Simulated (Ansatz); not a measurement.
# Sb (I4/mmm) in Ansatz: reference runs

Reference runs on Sb: the cell as given and a disturbed copy.

Everything below comes from runs of Ansatz 0.2.0. Logs are shortened: lines on timing, memory, paths and dates and some standing lists are left out, and cuts for length are marked.

## 1. The structure

It takes space group I4/mmm (No. 139, tetragonal). The conventional cell has a = 3.153 Å, b = 3.153 Å, c = 5.424 Å, α = 90.00°, β = 90.00°, γ = 90.00°. Sb (site symmetry 4/mmm) is surrounded by 12 Sb at 3.15 to 3.51 Å.

This isn't the form of Sb at room conditions, which is rhombohedral.

## 2. Single point, PBE

Input file input.yaml:

```yaml
crystal:
  lattice:
    - [-1.5765401831, 1.5765401831, 2.7119384313]
    - [1.5765401831, -1.5765401831, 2.7119384313]
    - [1.5765401831, 1.5765401831, -2.7119384313]
  atoms:
    - { symbol: Sb, position: [0.0, 0.0, 0.0] }
kpoints:
  mp_grid: { grid: [12, 12, 12] }
scf:
  occupations: { method: fermi_dirac, width: 0.05 }
hamiltonian:
  xc: pbe
  pseudopotentials: { kind: all_electron, lapw: { basis_error: 0.001 } }
output:
  forces: true
  stress: true
  eigenvalues: true
  populations: true
```

Potentials or basis: all-electron LAPW, scalar-relativistic.

Run with:

```
$ ansatz run input.yaml --threads 1 --pin off --max-ram 3072MiB --backend cpu --events-out ev --progress --plain --runs-dir out
```

The program printed:

```text
Warning: RAYON_NUM_THREADS=1 ignored (pool sized by the plan → 1); use --threads N
Sb: projections on atomic orbitals take those of the free atom 1s2 2s2 2p6 3s2 3p6 3d10 4s2 4p6 4d10 5s2 5p3, of charge +0.00 (hamiltonian.pseudopotentials.projection_atoms)
LAPW: plane waves up to 6.973 Å⁻¹, error target 1.0e-3 eV per atom; small_component_spin mean_spin; Sb in spheres of 1.577 Å, 23 of its electrons in bands, Dirac shells [] (how accurate: hamiltonian.pseudopotentials.lapw.basis_error, Limitations)
Engine: ansatz 0.2.0, x86_64-unknown-linux-gnu
Pseudopotentials: kind: all_electron
Pseudopotential: Sb, LAPW, valence charge 23, lapw/all_electron/scalar/gaussian/Sb, Koelling and Harmon's equation, gaussian nucleus
Functional definition: PBE
  parameter kappa = 0.804
  parameter beta = 0.06672455060314922
  exchange = pbe_x(kappa = kappa, mu = beta*pi^2/3)
  correlation = pbe_c(beta = beta)
Crystal: 1 atoms, lattice volume = 26.962 Å³
Basis set: ecut = 185.24065558817816 eV, 155 PW (Γ), FFT grids on a1+a3, a2+a3, a3, exchange–correlation at level 2
Bands: 16, of which v1, the nominal top of the filled ones, is band 12 counted from 1 (11 counted from 0)
Symmetry: 16 space group operations
Space group: I4/mmm (ITA 139), of the structure as read, at distance tolerance 3.0e-5 Å
k-points: 163 of 1728
Non-local potential: Sb, projectors of the file, none
Initial density: superposition of atomic densities (chi_scale 0.1, normalization cell)
Initial wavefunctions: plane waves of lowest kinetic energy (no species holds an atomic orbital)
Functional: x = pbe(κ = 0.804, μ = 0.2195149727645171), c = pbe(β = 0.06672455060314922)
iter 1 solved again at ethr=4.75e-5 eV; its pass at ethr=1.00e-1 eV (dr2=1.09e-2 eV) is discarded
SCF iter   1: F=—  HF=-176367.898054 eV  |F-HF|=—  |Δ(HF+E_count)|=         —  Δρ=7.20e-3  dr2=1.10e-2  ethr=4.75e-5  ⟨swp⟩=3.5  Hψ=18363  notcnv=1
preconditioner: auto → Kerker (q_TF=auto, 2.657 Å⁻¹)  [metal: Δε(μ)=0.094 eV  Ē_g=12.520 eV  σ=0.050 eV  W_gap=0.43  n_scr=10 (ndim 8)  ℏωp=16.0 eV  f_vac=0.000  D(μ)=0.65/eV (n_scr^D=0)]
SCF iter   2: F=—  HF=-176367.891124 eV  |F-HF|=—  |Δ(HF+E_count)|=   6.93e-3  Δρ=4.59e-3  dr2=4.95e-3  ethr=4.75e-5  ⟨swp⟩=2.0  Hψ=7284  notcnv=0  defer=1
SCF iter   3: F=—  HF=-176367.890486 eV  |F-HF|=—  |Δ(HF+E_count)|=   6.38e-4  Δρ=1.99e-3  dr2=1.09e-3  ethr=2.15e-5  ⟨swp⟩=2.0  Hψ=7283  notcnv=0  defer=1
SCF iter   4: F=—  HF=-176367.890491 eV  |F-HF|=—  |Δ(HF+E_count)|=   4.79e-6  Δρ=8.82e-4  dr2=2.37e-4  ethr=4.73e-6  ⟨swp⟩=2.0  Hψ=7282  notcnv=0
iter 5 solved again at ethr=2.28e-8 eV; its pass at ethr=1.03e-6 eV (dr2=5.24e-6 eV) is discarded
SCF iter   5: F=—  HF=-176367.890575 eV  |F-HF|=—  |Δ(HF+E_count)|=   8.45e-5  Δρ=1.38e-4  dr2=5.23e-6  ethr=2.28e-8  ⟨swp⟩=2.0  Hψ=12436  notcnv=0
SCF iter   6: F=—  HF=-176367.890576 eV  |F-HF|=—  |Δ(HF+E_count)|=   1.14e-6  Δρ=4.80e-5  dr2=7.24e-7  ethr=2.27e-8  ⟨swp⟩=2.0  Hψ=7281  notcnv=0
SCF iter   7: F=-176367.890576 eV  HF=-176367.890576 eV  |F-HF|=3.67e-9  |Δ(HF+E_count)|=   6.31e-8  Δρ=1.14e-5  dr2=5.34e-8  ethr=3.15e-9  ⟨swp⟩=2.0  Hψ=7282  notcnv=0
SCF 1 converged in 7 iterations: F = -176367.890576 eV  dr2 = 5.34e-8
the search or the solves at the SCF's close seem to have found levels that the self-consistency loop had missed (the run counts 1). By its estimate they hold under 1e-12 electrons; where the run keeps them, the occupations were computed again with them
SCF converged after 7 iterations
Free energy (F): -176367.890576 eV
Harris-Foulkes:  -176367.890576 eV  (|F-HF|=3.67e-9)
Internal energy: -176367.885039 eV  (E = F + TS)
E sigma→0 (E₀):  -176367.887808 eV
Entropy (-TS):   -0.005538 eV (-5.538 meV/atom)
Fermi energy:    14.618945 eV
--- Per-component energies (eV) ---
  E_band       = -857.615213
  E_kinetic    = 185871.714571
  E_xc         = -4643.729331
  E_electrostatic = -357595.870279  (all electrons and nuclei)
  E_smearing   = -0.005538  (= −TS)
  E_closure    = 0.000000  (closes the sum)
  E_atoms      = -176364.064481  (free atoms, spherical and without spin; not in F)
  Σ components = -176367.890576   (vs F -176367.890576, Δ=0.00e0)
  Basis errors (estimates in eV, not in F): energy 2.9e-4 per atom: plane waves 2.8e-4 (1.5e-4 summed), levels above the bands 4.3e-90, relativity 3.9e-8, radial functions 1.1e-5, core shells 3.1e-10; eigenvalues (radial functions only) 1.9e-4; not estimated: angular momenta, meshes, grids; target (lapw.basis_error) 1.0e-3; muffin-tin radii Sb 1.577 Å
--- Forces (eV/Å), atoms counted from 1 ---
  atom   1  Sb     0.00000000     0.00000000     0.00000000
  max |Σ_I F_I| component: 9.86e-32 eV/Å
--- Stress (GPa, compression-positive) ---
        2.044311       0.000000      -0.000000
        0.000000       2.044311      -0.000000
       -0.000000      -0.000000       1.282103
  P = ⅓ Tr σ = 1.7902 GPa (17.902 kbar)
--- Band table (eV; the first three rows and the last of 163) ---
  k-point 0: bands = ["-129.9134", "-82.8992", "-82.8731", "-82.8731", "-14.7697", "-14.7309", "-14.6942", "-14.6942", "-14.6366", "1.6663", "19.2549", "20.0463", "20.0463", "24.5318", "25.1817", "25.7393"]
  k-point 1: bands = ["-129.9134", "-82.8992", "-82.8733", "-82.8733", "-14.7568", "-14.7260", "-14.6977", "-14.6926", "-14.6412", "1.8760", "18.8782", "19.0062", "19.2493", "23.5207", "24.9794", "25.8762"]
  k-point 2: bands = ["-129.9133", "-82.8992", "-82.8737", "-82.8736", "-14.7212", "-14.7132", "-14.7074", "-14.6879", "-14.6539", "2.5034", "17.2811", "17.6483", "17.9442", "21.8989", "25.0017", "25.1476"]
  k-point 162: bands = ["-129.9133", "-82.9000", "-82.8733", "-82.8733", "-14.7882", "-14.7411", "-14.6437", "-14.6437", "-14.6239", "5.3502", "8.9480", "16.7316", "16.7316", "20.6289", "20.8000", "35.7818"]
--- Löwdin populations: 1 site ---
  site symbol       q [e]
     0     Sb     50.9408
  spilling = 0.001160 (of n_electrons = 51.000000)
```

Run time: 14 s. Hardware: 1 thread of AMD EPYC 7R43 (Zen 3), shared host; peak memory 0.33 GiB.

What came out:

```
Free energy            : -176367.8906 eV
Pressure               : 1.8 GPa
Band gap on the k mesh : none (metal or under the smearing width)
```

Levels at points of the mesh, in eV from the Fermi level:
```tsv
k point	band 9	band 10	band 11	band 12	band 13	band 14	band 15	band 16
(0.00, 0.00, 0.00)	-29.26	-12.95	4.64	5.43	5.43	9.91	10.56	11.12
(0.00, 0.00, -0.50)	-29.19	-6.65	-4.40	-1.02	0.59	3.49	4.41	15.63
(0.00, -0.50, 0.00)	-29.24	-9.12	-5.80	1.77	5.37	6.22	10.41	10.68
(-0.50, -0.50, -0.50)	-29.24	-9.27	-5.67	2.11	2.11	6.01	6.18	21.16
```

## 3. Single point, PBE (cell strained at random at fixed volume)

Input file input.yaml:

```yaml
crystal:
  lattice:
    - [-1.577579, 1.580212, 2.711828]
    - [1.566992, -1.544278, 2.684784]
    - [1.604289, 1.570988, -2.690938]
  atoms:
    - { symbol: Sb, position: [0.017747, 0.004665, 0.017007] }
kpoints:
  mp_grid: { grid: [12, 12, 12] }
scf:
  occupations: { method: fermi_dirac, width: 0.05 }
hamiltonian:
  xc: pbe
  pseudopotentials: { kind: all_electron, lapw: { basis_error: 0.001 } }
output:
  forces: true
  stress: true
  eigenvalues: true
  populations: true
```

Potentials or basis: all-electron LAPW, scalar-relativistic.

Run with:

```
$ ansatz run input.yaml --threads 1 --pin off --max-ram 3072MiB --backend cpu --events-out ev --progress --plain --runs-dir out
```

The program printed:

```text
Warning: RAYON_NUM_THREADS=1 ignored (pool sized by the plan → 1); use --threads N
Sb: projections on atomic orbitals take those of the free atom 1s2 2s2 2p6 3s2 3p6 3d10 4s2 4p6 4d10 5s2 5p3, of charge +0.00 (hamiltonian.pseudopotentials.projection_atoms)
LAPW: plane waves up to 6.978 Å⁻¹, error target 1.0e-3 eV per atom; small_component_spin mean_spin; Sb in spheres of 1.576 Å, 23 of its electrons in bands, Dirac shells [] (how accurate: hamiltonian.pseudopotentials.lapw.basis_error, Limitations)
Engine: ansatz 0.2.0, x86_64-unknown-linux-gnu
Pseudopotentials: kind: all_electron
Pseudopotential: Sb, LAPW, valence charge 23, lapw/all_electron/scalar/gaussian/Sb, Koelling and Harmon's equation, gaussian nucleus
Functional definition: PBE
  parameter kappa = 0.804
  parameter beta = 0.06672455060314922
  exchange = pbe_x(kappa = kappa, mu = beta*pi^2/3)
  correlation = pbe_c(beta = beta)
Crystal: 1 atoms, lattice volume = 26.962 Å³
Basis set: ecut = 185.51350803397764 eV, 153 PW (Γ), FFT grids on a1+a3, a2+a3, −a2, exchange–correlation at level 2
Bands: 16, of which v1, the nominal top of the filled ones, is band 12 counted from 1 (11 counted from 0)
Symmetry: 2 space group operations
Space group: P-1 (ITA 2), of the structure as read, at distance tolerance 3.0e-5 Å
k-points: 868 of 1728
Non-local potential: Sb, projectors of the file, none
Initial density: superposition of atomic densities (chi_scale 0.1, normalization cell)
Initial wavefunctions: plane waves of lowest kinetic energy (no species holds an atomic orbital)
Functional: x = pbe(κ = 0.804, μ = 0.2195149727645171), c = pbe(β = 0.06672455060314922)
iter 1 solved again at ethr=4.58e-5 eV; its pass at ethr=1.00e-1 eV (dr2=1.05e-2 eV) is discarded
SCF iter   1: F=—  HF=-176367.899095 eV  |F-HF|=—  |Δ(HF+E_count)|=         —  Δρ=7.10e-3  dr2=1.06e-2  ethr=4.58e-5  ⟨swp⟩=3.3  Hψ=97810  notcnv=0
preconditioner: auto → Kerker (q_TF=auto, 2.657 Å⁻¹)  [metal: Δε(μ)=0.010 eV  Ē_g=12.511 eV  σ=0.050 eV  W_gap=0.05  n_scr=10 (ndim 8)  ℏωp=16.0 eV  f_vac=0.000  D(μ)=0.59/eV (n_scr^D=0)]
SCF iter   2: F=—  HF=-176367.892222 eV  |F-HF|=—  |Δ(HF+E_count)|=   6.87e-3  Δρ=4.52e-3  dr2=4.77e-3  ethr=4.58e-5  ⟨swp⟩=2.0  Hψ=38792  notcnv=0  defer=1
SCF iter   3: F=—  HF=-176367.891616 eV  |F-HF|=—  |Δ(HF+E_count)|=   6.06e-4  Δρ=1.97e-3  dr2=1.07e-3  ethr=2.07e-5  ⟨swp⟩=2.0  Hψ=38801  notcnv=0
SCF iter   4: F=—  HF=-176367.891627 eV  |F-HF|=—  |Δ(HF+E_count)|=   1.13e-5  Δρ=8.78e-4  dr2=2.36e-4  ethr=4.63e-6  ⟨swp⟩=2.0  Hψ=38790  notcnv=0
iter 5 solved again at ethr=2.41e-8 eV; its pass at ethr=1.03e-6 eV (dr2=5.54e-6 eV) is discarded
SCF iter   5: F=—  HF=-176367.891713 eV  |F-HF|=—  |Δ(HF+E_count)|=   8.56e-5  Δρ=1.41e-4  dr2=5.53e-6  ethr=2.41e-8  ⟨swp⟩=2.0  Hψ=66290  notcnv=0
SCF iter   6: F=—  HF=-176367.891714 eV  |F-HF|=—  |Δ(HF+E_count)|=   1.08e-6  Δρ=4.87e-5  dr2=7.61e-7  ethr=2.40e-8  ⟨swp⟩=2.0  Hψ=38788  notcnv=0
SCF iter   7: F=-176367.891714 eV  HF=-176367.891714 eV  |F-HF|=3.90e-9  |Δ(HF+E_count)|=   5.05e-8  Δρ=1.15e-5  dr2=5.40e-8  ethr=3.31e-9  ⟨swp⟩=2.0  Hψ=38788  notcnv=0
SCF 1 converged in 7 iterations: F = -176367.891714 eV  dr2 = 5.40e-8
SCF converged after 7 iterations
Free energy (F): -176367.891714 eV
Harris-Foulkes:  -176367.891714 eV  (|F-HF|=3.90e-9)
Internal energy: -176367.886576 eV  (E = F + TS)
E sigma→0 (E₀):  -176367.889145 eV
Entropy (-TS):   -0.005138 eV (-5.138 meV/atom)
Fermi energy:    14.613046 eV
--- Per-component energies (eV) ---
  E_band       = -857.617672
  E_kinetic    = 185871.675508
  E_xc         = -4643.721249
  E_electrostatic = -357595.840835  (all electrons and nuclei)
  E_smearing   = -0.005138  (= −TS)
  E_closure    = 0.000000  (closes the sum)
  E_atoms      = -176364.064481  (free atoms, spherical and without spin; not in F)
  Σ components = -176367.891714   (vs F -176367.891714, Δ=0.00e0)
  Basis errors (estimates in eV, not in F): energy 2.9e-4 per atom: plane waves 2.8e-4 (1.5e-4 summed), levels above the bands 5.8e-91, relativity 3.9e-8, radial functions 9.5e-6, core shells 3.1e-10; eigenvalues (radial functions only) 1.1e-4; not estimated: angular momenta, meshes, grids; target (lapw.basis_error) 1.0e-3; muffin-tin radii Sb 1.576 Å
--- Forces (eV/Å), atoms counted from 1 ---
  atom   1  Sb     0.00000000     0.00000000     0.00000000
  max |Σ_I F_I| component: 0.00e0 eV/Å
--- Stress (GPa, compression-positive) ---
        1.590507       0.215430       0.014430
        0.215430       2.351311       0.226491
        0.014430       0.226491       1.180115
  P = ⅓ Tr σ = 1.7073 GPa (17.073 kbar)
--- Band table (eV; the first three rows and the last of 868) ---
  k-point 0: bands = ["-129.9141", "-82.8991", "-82.8750", "-82.8736", "-14.7678", "-14.7293", "-14.6973", "-14.6942", "-14.6390", "1.6689", "19.3143", "19.9485", "20.1245", "24.5249", "25.1617", "25.7935"]
  k-point 1: bands = ["-129.9141", "-82.8991", "-82.8751", "-82.8737", "-14.7552", "-14.7247", "-14.7003", "-14.6928", "-14.6434", "1.8742", "18.8793", "19.0447", "19.3038", "23.5214", "25.0808", "25.8267"]
  k-point 2: bands = ["-129.9141", "-82.8991", "-82.8755", "-82.8741", "-14.7206", "-14.7137", "-14.7084", "-14.6883", "-14.6555", "2.4882", "17.3114", "17.6850", "18.0335", "21.9382", "24.8822", "25.1456"]
  k-point 867: bands = ["-129.9141", "-82.8999", "-82.8752", "-82.8738", "-14.7869", "-14.7403", "-14.6455", "-14.6420", "-14.6259", "5.4181", "8.9675", "16.5590", "16.7674", "20.5357", "20.7564", "35.3623"]
--- Löwdin populations: 1 site ---
  site symbol       q [e]
     0     Sb     50.9408
  spilling = 0.001161 (of n_electrons = 51.000000)
```

It took 66 s on 1 thread of AMD EPYC 7R43 (Zen 3), shared host; peak memory 0.78 GiB.

Results:

* Free energy: -176367.8917 eV
* Pressure: 1.7 GPa
* Band gap on the k mesh: none (metal or under the smearing width)

Stress tensor (GPa, compression positive):
```
1.59 0.22 0.01
0.22 2.35 0.23
0.01 0.23 1.18
```
